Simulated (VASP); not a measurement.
Y: single point with PBE

Crystal: Y.

```xyz
1
Lattice="0.0000 2.5479 2.5479 2.5479 0.0000 2.5479 2.5479 2.5479 0.0000" Properties=species:S:1:pos:R:3 pbc="T T T"
Y     0.0000    0.0000    0.0000
```

The cell was built by a generator and needn't be a form met in nature.

```yaml
Program: VASP 6.6.1
Task: single point
Functional: PBE
Potentials_or_basis: VASP PAW PBE potentials, release 64 (Y_sv)
Cutoff: 520 eV
k_mesh: 6 × 6 × 6
Occupations: gaussian, width 0.05 eV
Spin: no spin polarisation
```

The pressure is -1.0 GPa. The band gap on the k mesh is none (metal or under the smearing width).

Levels at points of the mesh, in eV from the Fermi level:
```csv
k point,band 3,band 4,band 5,band 6,band 7,band 8
"(0.00, 0.00, 0.00)",-22.43,-22.43,-4.74,1.77,1.77,1.77
"(0.50, 0.00, 0.00)",-22.50,-22.50,-1.96,0.56,1.60,1.60
"(0.50, 0.50, 0.00)",-22.62,-22.62,-1.72,-0.84,2.00,5.16
```

Run time: 7.6 s on 1 thread of Intel(R) Xeon(R) 6975P-C (Granite Rapids), with other jobs on the host, peak memory 0.17 GiB.
